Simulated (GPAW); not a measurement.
Runs of GPAW 26.7.0 on GaP. Symmetry: F-43m, No. 216, cubic system. Conventional cell: a = 5.451 Å, b = 5.451 Å, c = 5.451 Å, α = 90.00°, β = 90.00°, γ = 90.00°. Around Ga (site symmetry -43m) lie 4 P at 2.36 Å. P (site symmetry -43m) is surrounded by 4 Ga at 2.36 Å. 

```tsv
task	level	potentials or basis	spin	cutoff (eV)	band path	band points	spin axis theta (degrees)	spin axis phi (degrees)	soc after scf	grid spacing	gap on the mesh (eV)
band structure	PBE	GPAW PAW data sets (gpaw-data 1.2.1), fd	off	-	GXWKGLUWLK,UX	80	-	-	-	0.2 Å	1.67
band structure	C09-vdW	GPAW PAW data sets (gpaw-data 1.2.1), pw	SOC, no magnetisation	600	GXWKGLUWLK,UX	80	90	0	second variation	-	1.53
band structure	PBE	JTH PAW 2.0, PBE, pw	off	600	GXWKGLUWLK,UX	80	-	-	-	-	1.65
band structure	vdW-DF2	GPAW PAW data sets (gpaw-data 1.2.1), pw	SOC, no magnetisation	600	GXWKGLUWLK,UX	60	54.7	45	second variation	-	(a)
```

Alike in all rows: cell as given; k mesh 8 × 8 × 8; smearing fermi-dirac 0.05 eV.

Problem. Estimate the missing entries.

Solution. (a) 1.70.

Caveats: spin-orbit coupling was added after a scalar SCF, so levels and gaps hold it while energy, forces, pressure and moments don't (some runs); this program's spin-orbit splittings come out too wide for heavy elements (some runs); the program truncates these outside data sets (some runs).

A k mesh can miss the band edges, and rows without SOC leave out spin-orbit coupling on Ga.

The runs don't all hold the same shells in valence.
